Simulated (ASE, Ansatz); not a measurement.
# Time against size: Priceite (P2_1/c), Ca2B5H7O13 (108 atoms) repeated, support functions

The cell holds 108 atoms: 8 Ca, 20 B, 28 H and 52 O. Its edges and angles: a = 11.580 Å, b = 6.984 Å, c = 12.352 Å, α = 90.0°, β = 110.6°, γ = 90.0°. It derives from Ca2B5H7O13 (P2_1/c), repeated 1×1×1. Ca2B5H7O13, space group P2_1/c, structure from the Crystallography Open Database, 1 x 1 x 1 conventional cells; every coordinate displaced by a Gaussian of 0.02 Å; bonds to H set to neutron lengths (C-H 1.089, N-H 1.015, O-H 0.983, B-H 1.19 Å) where the listed ones are shorter.

Calculated with Ansatz 0.2.0: Kohn-Sham DFT, revPBE+D4, PAW (set soft_2), localised support functions (medium); the typed cell is repeated and solved at Γ on 1 × NVIDIA GB200 with 32 threads of Arm Neoverse V2, shared host.

| atoms | wall time (s) | repeats | SCF cycles |
| --- | --- | --- | --- |
| 108 | 5.71 | 1×1×1 | 12 |
| 216 | 7.73 | 1×2×1 | 12 |
| 1296 | 30.07 | 2×3×2 | 12 |
| 2592 | 67.19 | 3×4×2 | 13 |
| 4860 | ? | ? | ? |

**Question.** Fit a power law of the atom count to the rows given and extrapolate to the withheld row.

Worked fit:

A power law y = A x^b is a line in u = ln x and v = ln y.

```
u = ln x  v = ln y
 4.68213   1.74222
 5.37528   2.04511
 7.16704   3.40353
 7.86019   4.20752
```

With n = 4: mean u = 6.27116, mean v = 2.84960, Σ(u − ū)² = 6.6552, Σ(u − ū)(v − v̄) = 5.1344. Slope b = 5.1344 / 6.6552 = 0.77149; intercept a = v̄ − b ū = -1.9885.

At the withheld row u = 8.489, v = a + b u = 4.560, and y = exp(v).

Prediction at 4860: 95.63 s. The run gave 159.9 s, so the fit is low by 64 s (40 % of the value).

The fitted exponent is 0.77. Between neighbouring rows, the withheld one included, the exponents are 0.44, 0.76, 1.2 and 1.4, so one power law doesn't hold over the range. Among the rows given, the largest relative miss of the fit is at 1296, by 4.4 s (15 %).

Limits: One run a row; fixed overheads weigh on the small cells.

[Logs are printed without paths, hosts, clocks, repeated set-up lines and the standing remarks that a program may print on its own settings, such as how far it seeks lower states.]

[Hosts, paths, dates, database ids (printed as entryN), source tags and the programs' standing remarks are cut or masked in the printed files.]
